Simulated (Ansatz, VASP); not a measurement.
**Mg in VASP and in Ansatz**

```
CELL_PARAMETERS angstrom
-1.47650 1.47650 1.44697
1.47650 -1.47650 1.44697
1.47650 1.47650 -1.44697
ATOMIC_POSITIONS crystal
Mg 0.00000 0.00000 0.00000
```

Change from the starting cell: zz strain of -2 %, PAW files.

Alike in both runs: task electric field gradients; functional LDA; k mesh 19 × 19 × 19; occupations fermi-dirac, width 0.03 eV; no spin polarisation.

|  | VASP | Ansatz |
| --- | --- | --- |
| version | VASP 6.6.1 | Ansatz 0.2.0 |
| potentials or method | VASP PAW LDA potentials, release 64 (Mg) | PAW with Ansatz's default frozen-core files, scalar-relativistic |
| plane-wave cutoff (eV) | 520 | 420 |
| valence electrons in the cell | 2 | 10 |

Ansatz gave:

| Property | Result |
| --- | --- |
| pressure (GPa) | 59.9 |
| largest component of the traceless stress (GPa) | 0.47 |
| Vzz of the field gradient on the site that differs most (V/Å²) | -0.7 |

Estimate VASP's values.

pressure (GPa): 60.5; largest component of the traceless stress (GPa): 0.48; Vzz of the field gradient on the site that differs most (V/Å²): -0.7.

The two sets of potentials don't hold the same shells in valence.

Caveats: the cell as given lies far from equilibrium; so large a pressure means that the cell lies far from this level's equilibrium, or that cutoff or potentials fall short (VASP).
